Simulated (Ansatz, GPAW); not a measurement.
**MnO and the Hubbard U on Mn d, program beside program**

The structure is cubic, space group Fm-3m (No. 225). The conventional cell has a = 4.448 Å, b = 4.448 Å, c = 4.448 Å, α = 90.00°, β = 90.00°, γ = 90.00°. Around Mn (site symmetry m-3m) lie 6 O at 2.22 Å. O (site symmetry m-3m) is surrounded by 6 Mn at 2.22 Å.

The cell is a database's computed one, not the measured one.

Kept alike: task band structure; functional PBEsol; k mesh 10 × 10 × 10; occupations fermi-dirac, width 0.05 eV; collinear spin, ferromagnetic start. The mesh is that of the run's cell of 2 atoms. No spin-orbit coupling.

- A: Ansatz, Ansatz PAW, made for PBE, cutoff 420 eV
- B: GPAW, PAW data sets generated for this functional, cutoff 800 eV

```csv
Hubbard U on Mn d (eV),A: pressure (GPa),B: pressure (GPa)
0,-7.16,-5.92
1,-2.08,-0.45
2,0.39,1.93
3,1.58,2.73
4,2.77,3.48
6,5.11,4.87
8,7.38,6.11
```

U acts on projectors that differ between programs, so one value of U isn't one strength. Pressure is positive in compression; plane-wave values hold the error of the finite cutoff, which Ansatz corrects. Magnetic runs hold the state that their start led to. Values on potentials made for another functional: all of A.

Question: How large is the effect of the Hubbard U on Mn d, and do the programs agree on it?

Answer: From 0 to 8 eV the pressure moves by +14.54 in A, +12.03 in B (GPa). Row by row the programs differ by 0.24 to 1.63, and the shifts point the same way but differ by 17 % of the larger.

In B the pressure rises at every step in U, from -5.92 to 6.11 GPa, so the fixed cell goes from wanting to contract to wanting to expand. The correction lowers the filled majority-spin Mn d states and raises the empty minority-spin ones. This weakens the mixing of O p with empty Mn d and with it the covalent part of the bond, leaving a more ionic, larger high-spin d⁵ ion.

The rise is far from uniform: nearly half of it comes in the first step, and beyond 3 eV the slope is small and almost constant. This suggests that a small U first clears residual minority-spin d occupation, after which only the gradual loss of covalency remains; local moments would test this. A follows the same course but is steeper at large U, probably because its projectors capture the d shell differently.

The change of sign between 1 and 2 eV does not single out a physically right U, since MnO's ground state is antiferromagnetic and superexchange would itself shift the pressure.
